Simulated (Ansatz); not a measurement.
# Ni: a scan of SCF settings

Wanted: the cost and the effect of other mixers, smearings and limits on one cell of Ni. We look at Ni: the deposited crystal structure (space group Fm-3m), with 1 atom per cell. Source: COD entry 2100646.

Method: DFT PBE, PAW, plane waves, scalar-relativistic, in Ansatz 0.2.0.

11 further runs of the same task are left out: 6 that didn't finish, 5 set aside as unsound or not needed.

## 1. The system as given

It takes space group Fm-3m (No. 225, cubic). The conventional cell has a = 3.525 Å, b = 3.525 Å, c = 3.525 Å, α = 90.00°, β = 90.00°, γ = 90.00°. Ni (site symmetry m-3m) has 12 Ni at 2.49 Å as nearest neighbours.

As a file:

```
Ni
1.0
     0.00000    1.76255    1.76255
     1.76255    0.00000    1.76255
     1.76255    1.76255    0.00000
Ni
1
Direct
  0.00000 0.00000 0.00000
```

Labels such as Ni1 number the atoms in the order of the input file.

Changes shown after the default run: linear mixing, β 0.4, Kerker; one k-point (Gamma), no switch to direct minimisation; Broyden, β 0.5, history 3, no preconditioner; linear mixing, β 0.3, no preconditioner; Broyden, β 0.1, history 16, no preconditioner.

The search for lower states is off throughout, and inputs that name a mixer don't switch to direct minimisation unless they say so. Spin is collinear, with starting moments Ni1 2.00 μB. β is the mixing step of the charge; the magnetisation has a step of its own, which the program sets unless it is named.

## 2. Default SCF settings

input.yaml reads:

```yaml
crystal:
  lattice:
    - [0.0, 1.76255, 1.76255]
    - [1.76255, 0.0, 1.76255]
    - [1.76255, 1.76255, 0.0]
  atoms:
    - { symbol: Ni, position: [0.0, 0.0, 0.0], spin: 2.0 }
magnetization:
  spin_polarized: true
hamiltonian:
  xc: pbe
  pseudopotentials: { kind: paw }
basis:
  ecutwfc: 420
kpoints:
  mp_grid: { grid: [13, 13, 13] }
scf:
  occupations: { method: fermi_dirac, width: 0.05 }
  lower_state_search: "off"
output:
  forces: true
  stress: true
  write_density: true
  write_potential: true
  elf: true
  volumetric_format: npy
```

Command:

```console
$ ansatz run input.yaml --threads 2 --pin off --max-ram 5120MiB --backend cpu --events-out ev --progress --plain --runs-dir out
```

The program printed, shortened:

```text
[...]
Pseudopotentials: kind: paw
Pseudopotential: Ni, paw, valence charge 18, recommended cutoff 420 eV (normal), Ni.paw.azcp
Functional definition: PBE
[...]
Crystal: 1 atoms, lattice volume = 10.951 Å³
Basis set: ecut = 420 eV, 181 PW (Γ), exchange–correlation on 36×36×36 points (8 copies of the dense FFT grid, shifted against one another)
Bands: 14, of which v1, the nominal top of the filled ones, is band 9 counted from 1 (8 counted from 0)
Symmetry: 48 space group operations
Space group: Fm-3m (ITA 225), of the structure as read, at distance tolerance 2.2e-5 Å
Magnetic group: BNS 225.116 (UNI 1618), of the structure as read, at distance tolerance 2.2e-5 Å
k-points: 84 of 2197
[...]
Starting moments: Σ|m| = 2 μB on 1 of 1 site
[...]
SCF iter   1: F=—  HF=-5839.455070 eV  |F-HF|=—  |Δ(HF+E_count)|=         —  Δρ=1.25e-1 (↑1.14e-1 ↓1.25e-1)  dr2=9.62e-3  dr2_m=1.42e0  M=0.951 μB ∫|m|=1.053 μB  β_m=0.30  ethr=5.50e-5  ⟨swp⟩=1.0  Hψ=15954  notcnv=0
[...]
spin-set hold released at iteration 1 (the charge has settled, or the pull on large starting moments outlasts its swing): the magnetisation degrees of freedom join the quasi-Newton model from the next iteration; the mixer history was flushed
[...]
SCF iter  10: F=-5839.730097 eV  HF=-5839.730097 eV  |F-HF|=3.46e-11  |Δ(HF+E_count)|=   1.73e-9  Δρ=1.23e-6 (↑1.23e-6 ↓1.09e-6)  dr2=1.56e-12  dr2_m=1.34e-10  M=0.633 μB ∫|m|=0.722 μB  ethr=1.99e-12  ⟨swp⟩=4.2  Hψ=10318  notcnv=0
[...]
SCF converged after 10 iterations
Magnetization: 0.6327 μB (9.3164 up, 8.6836 down)
Absolute magnetization: 0.7226 μB (∫|ρ↑−ρ↓|, with the PAW one-centre terms)
Spin contamination: 0.0069 ħ² per cell (⟨S²⟩ above its minimum at these occupations)
Per-site moments (μB) at R_I (Å): [(0.6708616211290325, 1.0282066221737882)]
Free energy (F): -5839.730097 eV
[...]
E sigma→0 (E₀):  -5839.723465 eV
Entropy (-TS):   -0.013263 eV (-13.263 meV/atom)
Fermi energy:    18.043799 eV
[...]
--- Forces (eV/Å), atoms counted from 1 ---
  atom   1  Ni    -0.00000000     0.00000000     0.00000000
[...]
--- Stress (GPa, compression-positive) ---
       -1.167033       0.000000      -0.000000
       -0.000000      -1.167033       0.000000
        0.000000       0.000000      -1.167033
  P = ⅓ Tr σ = -1.1670 GPa (-11.670 kbar)
--- Band table (eV; the first three rows and the last of 168) ---
  k-point 0 ↑: bands = ["-85.6266", "-45.8867", "-45.8867", "-45.8867", "8.9538", "15.5897", "15.5897", "15.5897", "16.7718", "16.7718", "41.4687", "45.3917", "45.3917", "45.3917"]
[...]
```

Wall time 1.8 s (2 threads of Intel Xeon Platinum 8488C (Sapphire Rapids), shared host); peak memory 0.3 GiB.

The reference: 10 iterations with the default settings (MSR1 mixing, preconditioner none); ferromagnetic, site moments Ni1 0.67 μB, total 0.63 μB per cell, no gap on the k-mesh.

Axes a, b and c in the maps are those of this run's conventional cell (a, b, c = 3.525, 3.525, 3.525 Å).

Density in a lattice plane of the grid's cell (edges 3.53 and 3.53 Å, at 0.000 of the third edge), which holds Ni. It is the smooth density of the valence electrons, not physical close to the nuclei.

Values in e/Å³, 12 rows by 12 columns:
```
29.17 14.91  2.68  0.60  0.26  0.20  0.19  0.20  0.26  0.60  2.67 14.99
 4.36  2.68  0.85  0.38  0.27  0.26  0.26  0.26  0.27  0.39  0.84  2.67
 0.78  0.60  0.38  0.33  0.38  0.60  0.78  0.60  0.39  0.33  0.39  0.60
 0.26  0.26  0.27  0.38  0.85  2.68  4.36  2.67  0.84  0.39  0.27  0.26
 0.19  0.20  0.26  0.60  2.68 14.91 29.17 14.99  2.67  0.60  0.26  0.20
 0.18  0.19  0.26  0.78  4.36 29.17 60.66 29.17  4.36  0.78  0.26  0.19
 0.19  0.20  0.26  0.60  2.67 14.99 29.17 14.91  2.68  0.60  0.26  0.20
 0.26  0.26  0.27  0.39  0.84  2.67  4.36  2.68  0.85  0.38  0.27  0.26
 0.78  0.60  0.39  0.33  0.39  0.60  0.78  0.60  0.38  0.33  0.38  0.60
 4.36  2.67  0.84  0.39  0.27  0.26  0.26  0.26  0.27  0.38  0.85  2.68
29.17 14.99  2.67  0.60  0.26  0.20  0.19  0.20  0.26  0.60  2.68 14.91
60.66 29.17  4.36  0.78  0.26  0.19  0.18  0.19  0.26  0.78  4.36 29.17
```
Columns run along the first of these edges and rows up along the second, over one cell in 12 and 12 even steps from the bottom left corner. Atoms in the plane (fractional): Ni at (0.00, 0.00), Ni at (0.50, 0.50).

Spin density (up less down) in a lattice plane of the grid's cell (edges 3.53 and 3.53 Å, at 0.000 of the third edge), which holds Ni.

Ten even steps from '0' (-0.01 e/Å³) to '9' (2.87 e/Å³):
```
753100000000000000000135
321000000000000000000012
000000000000000000000000
000000000000000000000000
000000000000000000000000
000000000000000000000000
000000000000000000000000
000000000012321000000000
000000000135753100000000
000000000147974100000000
000000000135753100000000
000000000012321000000000
000000000000000000000000
000000000000000000000000
000000000000000000000000
000000000000000000000000
000000000000000000000000
321000000000000000000012
753100000000000000000135
974100000000000000000147
```
Columns run along the first of these edges and rows up along the second, over one cell in 24 and 20 even steps from the bottom left corner. Atoms in the plane (fractional): Ni at (0.00, 0.00), Ni at (0.50, 0.50).

## 3. Linear mixing, β 0.4, Kerker

input.yaml: that of step 2 with these lines changed.

```diff
@@ -19,2 +19,5 @@
   lower_state_search: "off"
+  algorithm: density_mixing
+  max_iter: 60
+  mixing: { algorithm: anderson, ndim: 1, beta: 0.4, preconditioner: kerker }
 output:
@@ -22,5 +25 @@
   stress: true
-  write_density: true
-  write_potential: true
-  elf: true
-  volumetric_format: npy
```

Command:

```console
$ ansatz run input.yaml --threads 2 --pin off --max-ram 5120MiB --backend cpu --events-out ev --progress --plain --runs-dir out
```

The program printed, shortened:

```text
[... 19 lines as in an earlier run ...]
Starting moments: Σ|m| = 2 μB on 1 of 1 site
[... 2 lines as in an earlier run ...]
spin=Collinear: Kerker preconditioning applied to the charge; magnetization (m = ρ↑ − ρ↓) channel mixes plain (no charge-response kernel on spin).
[... 1 line as in an earlier run ...]
SCF iter   1: F=—  HF=-5839.455070 eV  |F-HF|=—  |Δ(HF+E_count)|=         —  Δρ=1.25e-1 (↑1.14e-1 ↓1.25e-1)  dr2=9.62e-3  dr2_m=1.42e0  M=0.951 μB ∫|m|=1.053 μB  β_m=0.76  ethr=5.50e-5  ⟨swp⟩=1.0  Hψ=15954  notcnv=0
[...]
[... 1 line as in an earlier run ...]
[...]
SCF iter  25: F=-5839.730097 eV  HF=-5839.730097 eV  |F-HF|=4.04e-8  |Δ(HF+E_count)|=   4.55e-8  Δρ=6.77e-6 (↑6.77e-6 ↓6.00e-6)  dr2=1.19e-8  dr2_m=5.07e-10  M=0.633 μB ∫|m|=0.722 μB  ethr=1.11e-10  ⟨swp⟩=3.0  Hψ=5981  notcnv=0
[...]
this state was not tested for a lower state beside it, because the mixer in use, unlike msr1, does not test its closes by its own steps (another_mixer; see scf.mixing.algorithm and scf.lower_state_search)
SCF converged after 25 iterations
Magnetization: 0.6328 μB (9.3164 up, 8.6836 down)
Absolute magnetization: 0.7226 μB (∫|ρ↑−ρ↓|, with the PAW one-centre terms)
Spin contamination: 0.0069 ħ² per cell (⟨S²⟩ above its minimum at these occupations)
Per-site moments (μB) at R_I (Å): [(0.6709008024142392, 1.0282066221737882)]
Free energy (F): -5839.730097 eV
[...]
E sigma→0 (E₀):  -5839.723466 eV
Entropy (-TS):   -0.013262 eV (-13.262 meV/atom)
Fermi energy:    18.043853 eV
[... 23 lines left out: energy terms, forces, stress ...]
```

Run time: 2.9 s. Hardware: 2 threads of Intel Xeon Platinum 8488C (Sapphire Rapids), shared host; peak memory 0.29 GiB.

Compared with step 2: the same free energy; 25 iterations in place of 10.

## 4. One k-point (Gamma), no switch to direct minimisation

input.yaml: that of step 3 with these lines changed.

```diff
@@ -15,3 +15,3 @@
 kpoints:
-  mp_grid: { grid: [13, 13, 13] }
+  mp_grid: { grid: [1, 1, 1] }
 scf:
@@ -21,3 +21,3 @@
   max_iter: 60
-  mixing: { algorithm: anderson, ndim: 1, beta: 0.4, preconditioner: kerker }
+  mixing: {}
 output:
```

Command:

```console
$ ansatz run input.yaml --threads 2 --pin off --max-ram 5120MiB --backend cpu --events-out ev --progress --plain --runs-dir out
```

The program printed, shortened:

```text
[... 14 lines as in an earlier run ...]
k-points: 1
[... 4 lines as in an earlier run ...]
Starting moments: Σ|m| = 2 μB on 1 of 1 site
[... 2 lines as in an earlier run ...]
[...]
SCF iter   1: F=—  HF=-5849.565774 eV  |F-HF|=—  |Δ(HF+E_count)|=         —  Δρ=1.49e-1 (↑1.78e-2 ↓1.49e-1)  dr2=5.10e-1  dr2_m=5.77e-1  M=2.000 μB ∫|m|=2.013 μB  β_m=0.30  ethr=2.83e-3  ⟨swp⟩=1.0  Hψ=181  notcnv=0
[...]
[... 1 line as in an earlier run ...]
[...]
SCF iter   7: F=-5850.298181 eV  HF=-5850.298181 eV  |F-HF|=1.31e-9  |Δ(HF+E_count)|=   1.12e-7  Δρ=3.26e-6 (↑3.26e-6 ↓2.15e-6)  dr2=1.83e-10  dr2_m=6.41e-10  M=2.000 μB ∫|m|=2.019 μB  ethr=1.26e-11  ⟨swp⟩=1.5  Hψ=92  notcnv=0
[...]
SCF converged after 7 iterations
Magnetization: 2.0000 μB (10.0000 up, 8.0000 down)
Absolute magnetization: 2.0178 μB (∫|ρ↑−ρ↓|, with the PAW one-centre terms)
Spin contamination: 0.0010 ħ² per cell (⟨S²⟩ above its minimum at these occupations)
Per-site moments (μB) at R_I (Å): [(1.9798074413919242, 1.0282066221737882)]
Free energy (F): -5850.298181 eV
[...]
E sigma→0 (E₀):  -5850.298181 eV
Fermi energy:    17.003971 eV
[...]
--- Forces (eV/Å), atoms counted from 1 ---
  atom   1  Ni    -0.00000000    -0.00000000     0.00000000
[...]
--- Stress (GPa, compression-positive) ---
      -48.146418      -0.000000       0.000000
       -0.000000     -48.146418       0.000000
        0.000000       0.000000     -48.146418
  P = ⅓ Tr σ = -48.1464 GPa (-481.464 kbar)
```

Run time: 0.47 s. Hardware: 2 threads of Intel Xeon Platinum 8488C (Sapphire Rapids), shared host; peak memory 0.27 GiB.

It takes 7 iterations (default 10). Against the default run: free energy shifted by -10568 meV/atom, pressure -48.1 GPa against -1.2, moments Ni1 1.98 μB against Ni1 0.67.

Such a setting isn't fit for results; the run shows only what it costs.

## 5. Broyden, β 0.5, history 3, no preconditioner

input.yaml: that of step 4 with these lines changed.

```diff
@@ -15,3 +15,3 @@
 kpoints:
-  mp_grid: { grid: [1, 1, 1] }
+  mp_grid: { grid: [13, 13, 13] }
 scf:
@@ -21,3 +21,3 @@
   max_iter: 60
-  mixing: {}
+  mixing: { algorithm: broyden, ndim: 3, beta: 0.5, preconditioner: none }
 output:
```

Command:

```console
$ ansatz run input.yaml --threads 2 --pin off --max-ram 5120MiB --backend cpu --events-out ev --progress --plain --runs-dir out
```

The program printed, shortened:

```text
[... 19 lines as in an earlier run ...]
Starting moments: Σ|m| = 2 μB on 1 of 1 site
[... 3 lines as in an earlier run ...]
SCF iter   1: F=—  HF=-5839.455070 eV  |F-HF|=—  |Δ(HF+E_count)|=         —  Δρ=1.25e-1 (↑1.14e-1 ↓1.25e-1)  dr2=9.62e-3  dr2_m=1.42e0  M=0.951 μB ∫|m|=1.053 μB  β_m=0.95  ethr=5.50e-5  ⟨swp⟩=1.0  Hψ=15954  notcnv=0
[...]
[... 1 line as in an earlier run ...]
[...]
SCF iter  13: F=-5839.730097 eV  HF=-5839.730097 eV  |F-HF|=1.00e-8  |Δ(HF+E_count)|=   5.72e-7  Δρ=6.91e-6 (↑5.54e-6 ↓6.91e-6)  dr2=3.88e-9  dr2_m=1.73e-10  M=0.633 μB ∫|m|=0.722 μB  ethr=2.49e-10  ⟨swp⟩=4.0  Hψ=7113  notcnv=0
[...]
[... 1 line as in an earlier run ...]
SCF converged after 13 iterations
Magnetization: 0.6327 μB (9.3164 up, 8.6836 down)
Absolute magnetization: 0.7226 μB (∫|ρ↑−ρ↓|, with the PAW one-centre terms)
Spin contamination: 0.0069 ħ² per cell (⟨S²⟩ above its minimum at these occupations)
Per-site moments (μB) at R_I (Å): [(0.6708694518682631, 1.0282066221737882)]
Free energy (F): -5839.730097 eV
[...]
E sigma→0 (E₀):  -5839.723466 eV
Entropy (-TS):   -0.013261 eV (-13.261 meV/atom)
Fermi energy:    18.043850 eV
[... 23 lines left out: energy terms, forces, stress ...]
```

It took 1.8 s on 2 threads of Intel Xeon Platinum 8488C (Sapphire Rapids), shared host; peak memory 0.29 GiB.

Compared with step 2: the same free energy; 13 iterations in place of 10.

## 6. Linear mixing, β 0.3, no preconditioner

input.yaml: that of step 5 with these lines changed.

```diff
@@ -21,3 +21,3 @@
   max_iter: 60
-  mixing: { algorithm: broyden, ndim: 3, beta: 0.5, preconditioner: none }
+  mixing: { algorithm: anderson, ndim: 1, beta: 0.3, preconditioner: none }
 output:
```

Command:

```console
$ ansatz run input.yaml --threads 2 --pin off --max-ram 5120MiB --backend cpu --events-out ev --progress --plain --runs-dir out
```

The program printed, shortened:

```text
[... 19 lines as in an earlier run ...]
Starting moments: Σ|m| = 2 μB on 1 of 1 site
[... 3 lines as in an earlier run ...]
SCF iter   1: F=—  HF=-5839.455070 eV  |F-HF|=—  |Δ(HF+E_count)|=         —  Δρ=1.25e-1 (↑1.14e-1 ↓1.25e-1)  dr2=9.62e-3  dr2_m=1.42e0  M=0.951 μB ∫|m|=1.053 μB  β_m=0.57  ethr=5.50e-5  ⟨swp⟩=1.0  Hψ=15954  notcnv=0
[...]
[... 1 line as in an earlier run ...]
[...]
SCF iter  34: F=-5839.730097 eV  HF=-5839.730097 eV  |F-HF|=6.23e-8  |Δ(HF+E_count)|=   4.45e-8  Δρ=3.52e-6 (↑2.45e-6 ↓3.52e-6)  dr2=1.48e-10  dr2_m=8.31e-10  M=0.633 μB ∫|m|=0.722 μB  ethr=1.35e-12  ⟨swp⟩=3.0  Hψ=5915  notcnv=0
[...]
[... 1 line as in an earlier run ...]
SCF converged after 34 iterations
Magnetization: 0.6328 μB (9.3164 up, 8.6836 down)
Absolute magnetization: 0.7227 μB (∫|ρ↑−ρ↓|, with the PAW one-centre terms)
Spin contamination: 0.0069 ħ² per cell (⟨S²⟩ above its minimum at these occupations)
Per-site moments (μB) at R_I (Å): [(0.6709129194042952, 1.0282066221737882)]
Free energy (F): -5839.730097 eV
[...]
E sigma→0 (E₀):  -5839.723466 eV
Entropy (-TS):   -0.013262 eV (-13.262 meV/atom)
Fermi energy:    18.043911 eV
[... 23 lines left out: energy terms, forces, stress ...]
```

It took 3.1 s on 2 threads of Intel Xeon Platinum 8488C (Sapphire Rapids), shared host; peak memory 0.29 GiB.

34 iterations against 10; the same free energy.

## 7. Broyden, β 0.1, history 16, no preconditioner

input.yaml: that of step 6 with these lines changed.

```diff
@@ -21,3 +21,3 @@
   max_iter: 60
-  mixing: { algorithm: anderson, ndim: 1, beta: 0.3, preconditioner: none }
+  mixing: { algorithm: broyden, ndim: 16, beta: 0.1, preconditioner: none }
 output:
```

Command:

```console
$ ansatz run input.yaml --threads 2 --pin off --max-ram 5120MiB --backend cpu --events-out ev --progress --plain --runs-dir out
```

The program printed, shortened:

```text
[... 19 lines as in an earlier run ...]
Starting moments: Σ|m| = 2 μB on 1 of 1 site
[... 3 lines as in an earlier run ...]
SCF iter   1: F=—  HF=-5839.455070 eV  |F-HF|=—  |Δ(HF+E_count)|=         —  Δρ=1.25e-1 (↑1.14e-1 ↓1.25e-1)  dr2=9.62e-3  dr2_m=1.42e0  M=0.951 μB ∫|m|=1.053 μB  β_m=0.19  ethr=5.50e-5  ⟨swp⟩=1.0  Hψ=15954  notcnv=0
[...]
[... 1 line as in an earlier run ...]
[...]
SCF iter  18: F=-5839.730097 eV  HF=-5839.730097 eV  |F-HF|=4.67e-8  |Δ(HF+E_count)|=   4.85e-8  Δρ=3.26e-6 (↑3.26e-6 ↓1.54e-6)  dr2=1.49e-9  dr2_m=1.42e-10  M=0.633 μB ∫|m|=0.722 μB  ethr=3.25e-11  ⟨swp⟩=1.3  Hψ=7040  notcnv=0
[...]
[... 1 line as in an earlier run ...]
SCF converged after 18 iterations
Magnetization: 0.6328 μB (9.3164 up, 8.6836 down)
Absolute magnetization: 0.7227 μB (∫|ρ↑−ρ↓|, with the PAW one-centre terms)
Spin contamination: 0.0069 ħ² per cell (⟨S²⟩ above its minimum at these occupations)
Per-site moments (μB) at R_I (Å): [(0.670908425164412, 1.0282066221737882)]
Free energy (F): -5839.730097 eV
[...]
E sigma→0 (E₀):  -5839.723466 eV
Entropy (-TS):   -0.013262 eV (-13.262 meV/atom)
Fermi energy:    18.043937 eV
[... 23 lines left out: energy terms, forces, stress ...]
```

Run time: 2.3 s. Hardware: 2 threads of Intel Xeon Platinum 8488C (Sapphire Rapids), shared host; peak memory 0.29 GiB.

It takes 18 iterations (default 10). Against the default run: the same free energy.

## 8. Comparison

| step | settings | iterations | time | against the default run |
| --- | --- | --- | --- | --- |
| 2 | default SCF settings | 10 | 1.8 s | reference |
| 3 | linear mixing, β 0.4, Kerker | 25 | 2.9 s | the same free energy |
| 4 | one k-point (Gamma), no switch to direct minimisation | 7 | 0.47 s | free energy shifted by -10568 meV/atom, pressure -48.1 GPa against -1.2, moments Ni1 1.98 μB against Ni1 0.67 |
| 5 | Broyden, β 0.5, history 3, no preconditioner | 13 | 1.8 s | the same free energy |
| 6 | linear mixing, β 0.3, no preconditioner | 34 | 3.1 s | the same free energy |
| 7 | Broyden, β 0.1, history 16, no preconditioner | 18 | 2.3 s | the same free energy |

Decimal logarithm of the largest residual (eV) by iteration, counted through all cycles of a run:

```
iteration  step 2  step 3  step 4  step 5  step 6  step 7
        1     0.2     0.2    -0.2     0.2     0.2     0.2
        2    -0.1    -0.8    -0.5    -1.3    -0.4     0.0
        3    -1.6    -2.1    -1.1    -1.8    -1.4    -1.9
        4    -1.9    -1.9    -4.3    -1.8    -2.5    -1.5
        5    -2.9    -2.5    -5.3    -2.2    -2.4    -2.5
        7    -4.6    -3.1    -9.2    -3.9    -2.8    -2.6
       10    -9.9    -4.2       -    -5.9    -3.8    -5.0
       13       -    -5.1       -    -8.4    -4.5    -5.8
       16       -    -5.9       -       -    -5.1    -7.1
       19       -    -6.6       -       -    -5.8       -
       22       -    -7.3       -       -    -6.5       -
       25       -    -7.9       -       -    -7.1       -
       28       -       -       -       -    -7.8       -
       31       -       -       -       -    -8.4       -
       34       -       -       -       -    -9.1       -
```

## 9. Outcome

| quantity | value |
| --- | --- |
| default run | 10 iterations, ferromagnetic, site moments Ni1 0.67 μB, total 0.63 μB per cell, no gap on the k-mesh |
| fewest iterations to that state among the runs shown | 10 (default SCF settings) |
| most iterations to it | 34 (linear mixing, β 0.3, no preconditioner) |
| runs that end in another state, among changes of path alone | 0 |
| largest shift of the free energy by occupations, cutoff, mesh or field | -10568 meV/atom (one k-point (Gamma), no switch to direct minimisation) |

In words: 5 runs solve the same problem and reach the default's state, in 10 to 34 iterations: there the settings change the path, not the answer. Occupations, cutoff, mesh and fields change the problem that is solved, not just the path; the largest shift here is that of “one k-point (Gamma), no switch to direct minimisation”. Other settings tried on this cell gave no result: linear mixing, β 0.5, no preconditioner (not converged after 60 iterations, cycles); unknown smearing fermi (input refused); linear mixing, β 0.05, no preconditioner (not converged after 60 iterations, still settling); linear mixing, β 1.0, Kerker (not converged after 60 iterations, cycles); Anderson, β 1.2, history 8 (input refused). Counts include iterations that the program adds to test a close, so a difference of one or two ranks nothing. The starting density is a sum of atomic densities.
